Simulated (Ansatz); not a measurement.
# Au (bcc): a workflow

Method: r²SCAN, scalar-relativistic; no spin polarisation; PAW, 500 eV, Γ-centred 18×18×18 mesh, 0.05 eV Gaussian smearing; code Ansatz; PAW files: Ansatz's generated set soft_2.

At room temperature and ambient pressure Au is fcc.

The start:

```
Au
1.0
    -1.61915    1.61915    1.61915
     1.61915   -1.61915    1.61915
     1.61915    1.61915   -1.61915
Au
1
Direct
  0.00000 0.00000 0.00000
```

The first steps of the search for zero pressure:

| run | level | k-mesh | kind | V (Å³/atom) | P (GPa) | gap on the mesh (eV) |
| --- | --- | --- | --- | --- | --- | --- |
| 1 | PBE, 420 eV | 8×8×8 | fixed cell | 16.98 | 9.4 | metal |
| 2 | PBE, 420 eV | 8×8×8 | fixed cell | 18.04 | -0.2 | metal |

(1) At which volume does r²SCAN reach zero pressure?

Answer:

(1) 17.56 Å³/atom, about 3.4 % over the start.

The steps that followed:

| run | level | k-mesh | kind | V (Å³/atom) | P (GPa) | E − E(final) (meV/atom) | gap on the mesh (eV) |
| --- | --- | --- | --- | --- | --- | --- | --- |
| 3 | r²SCAN | 18×18×18 | fixed cell | 18.04 | -3.8 | 6.0 | metal |
| 4 | r²SCAN | 18×18×18 | fixed cell | 17.58 | -0.2 | 0.0 | metal |
| 5 | r²SCAN | 18×18×18 | fixed cell | 17.56 | 0.0 | 0.0 | metal |

Cell and atoms are those of this level's equilibrium.

The final structure (symmetry read at 0.01 Å). Symmetry: Im-3m, No. 229, cubic system. The conventional cell has a = 3.275 Å, b = 3.275 Å, c = 3.275 Å, α = 90.00°, β = 90.00°, γ = 90.00°. Au (site symmetry m-3m) is surrounded by 8 Au at 2.84 Å. (Shells end 15 % past the nearest neighbour.)

| atom | site | symmetry | x | y | z |
| --- | --- | --- | --- | --- | --- |
| Au | 2a | m-3m | 0.0000 | 0.0000 | 0.0000 |

At the final geometry the gap, band path included, is zero (metallic). 

**What lies behind the numbers.**

With 19 valence electrons in the calculation's cell and no magnetic order, the bands, two electrons each, can't all be full or empty: band theory demands a metal.

These numbers lack spin–orbit coupling.
